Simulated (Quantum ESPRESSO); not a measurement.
AgCl (Chlorargyrite): zone-centre phonons and dielectric response under several settings

```xyz
2
Lattice="0.0000 2.7350 2.7350 2.7350 0.0000 2.7350 2.7350 2.7350 0.0000" Properties=species:S:1:pos:R:3 pbc="T T T"
Ag    0.0000    0.0000    0.0000
Cl    2.7350    2.7350    2.7350
```

All runs used Quantum ESPRESSO 7.5; k mesh 6 × 6 × 6, shifted; relaxed cell; no spin polarisation; occupations smeared at first, fixed for the response.

| level | potentials | cutoff (eV) | volume (Å³/atom) | pressure (GPa) | lowest optical mode without the field (cm⁻¹) | highest mode with the field (cm⁻¹) | ε∞ (mean) | ε0 (mean) | Born charge of atom 1 (e) | sum of the Born charges (e) |
| --- | --- | --- | --- | --- | --- | --- | --- | --- | --- | --- |
| LDA | JTH 2.0 LDA | 490 | 19.20 | 0.0 | 131 | 183 | 5.79 | 11.4 | 1.41 | 0.00 |
| PBEsol | GBRV 1.5 PBEsol | 612 | 20.08 | -0.1 | 120 | 177 | 5.52 | 11.9 | 1.42 | 0.01 |
| PBE | JTH 2.0 PBE | 490 | ? | 0.0 | ? | ? | ? | ? | ? | ? |

Question: What stands in the row left open?

Answer: Volume 22.11 Å³/atom; lowest optical mode without the field 94 cm⁻¹; highest mode with the field 163 cm⁻¹; ε∞ 4.92; ε0 14.9; Born charge of atom 1 1.45 e; sum of the Born charges 0.00 e.

Caveats: the cutoff is low for these files, which shifts pressure and relaxed volume (some runs).

For the row left open. Caveat: the cutoff is low for these files, which shifts pressure and relaxed volume.

The runs don't all hold the same shells in valence.
